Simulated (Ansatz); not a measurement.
CaF2 (Fluorite) in Ansatz: convergence with k mesh

Input of the first run (k mesh 3 × 3 × 3); the others differ in this setting and in those tied to it:

Contents of input.yaml:

```yaml
crystal:
  lattice:
    - [0.0, 2.731, 2.731]
    - [2.731, 0.0, 2.731]
    - [2.731, 2.731, 0.0]
  atoms:
    - { symbol: Ca, position: [0.0, 0.0, 0.0] }
    - { symbol: F, position: [0.75, 0.75, 0.75] }
    - { symbol: F, position: [0.25, 0.25, 0.25] }
hamiltonian:
  xc: pbe
  pseudopotentials: { kind: paw }
kpoints:
  mp_grid: { grid: [3, 3, 3] }
scf:
  occupations: { method: fermi_dirac, width: 0.1 }
output:
  forces: true
  stress: true
  eigenvalues: true
```

Potentials or basis: Ansatz PAW.

Launch:

```console
$ ansatz run input.yaml --threads 2 --pin off --max-ram 5632MiB --backend cpu --events-out ev --progress --plain --runs-dir out
```

Hardware: 2 threads of AMD EPYC 7R13 Processor (Zen 3), on a shared host.

Task: The values tried are 3 × 3 × 3, 4 × 4 × 4, 5 × 5 × 5, 6 × 6 × 6, 8 × 8 × 8, 10 × 10 × 10, 12 × 12 × 12, 14 × 14 × 14, loosest first. From which on does the gap on the mesh stay within 0.01 eV of the tightest run that finished?

Result: From 6 × 6 × 6 on.

| k mesh | energy less the tightest run, at zero smearing (meV/atom) | gap on the mesh (eV) | SCF cycles | CPU time (s) | peak memory (GiB) |
| --- | --- | --- | --- | --- | --- |
| 3 × 3 × 3 | 0.11 | 7.456 | 7 | 0.47 | 0.31 |
| 4 × 4 × 4 | -0.17 | 7.301 | 6 | 0.54 | 0.31 |
| 5 × 5 × 5 | 0.11 | 7.362 | 6 | 0.57 | 0.3 |
| 6 × 6 × 6 | -0.05 | 7.301 | 6 | 0.67 | 0.32 |
| 8 × 8 × 8 | -0.04 | 7.301 | 6 | 0.9 | 0.33 |
| 10 × 10 × 10 | -0.02 | 7.301 | 6 | 1.2 | 0.34 |
| 12 × 12 × 12 | -0.02 | 7.301 | 6 | 1.6 | 0.37 |
| 14 × 14 × 14 | 0.00 | 7.301 | 6 | 2.2 | 0.39 |

Against the tightest run, the energy stays within 1 meV/atom from 3 × 3 × 3 on. Meshes of other sizes hit other points, so gaps and Fermi surfaces needn't settle smoothly. The tightest run that finished is the yardstick and may itself not be fully converged.
